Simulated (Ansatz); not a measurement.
Crystal: HgSe.

```
CELL_PARAMETERS angstrom
0.00000 3.03900 3.03900
3.03900 0.00000 3.03900
3.03900 3.03900 0.00000
ATOMIC_POSITIONS crystal
Hg 0.00000 0.00000 0.00000
Se 0.75000 0.75000 0.75000
```

| Item | Value |
| --- | --- |
| Program | Ansatz 0.2.0 |
| Task | relaxation of cell and atoms |
| Functional | PBE |
| Dispersion | D4 |
| Potentials or basis | all-electron LAPW, scalar-relativistic |
| Basis error allowed | 0.001 eV/atom |
| k mesh | 8 × 8 × 8 |
| Occupations | fermi-dirac, width 0.05 eV |
| Spin | no spin polarisation |

At the start: volume 28.07 Å³/atom.

Problem. How do energy, volume and symmetry change on relaxing?

Solution. Over 5 steps the energy falls by 10.2 meV/atom and the volume is 29.40 Å³/atom (+4.8 %); space group F-43m (No. 216, to 0.05 Å).

Step by step:
```
step  energy change (eV)  largest force (eV/Å)  volume (Å³)
   1              0.0000                0.0000        56.13
   2             -0.0184                0.0000        59.67
   3             -0.0203                0.0000        58.88
   4             -0.0203                0.0000        58.81
   5             -0.0203                0.0000        58.81
```

Final structure:
```
CELL_PARAMETERS angstrom
0.00000 3.08653 3.08653
3.08653 0.00000 3.08653
3.08653 3.08653 0.00000
ATOMIC_POSITIONS crystal
Hg 0.00000 0.00000 0.00000
Se 0.75000 0.75000 0.75000
```
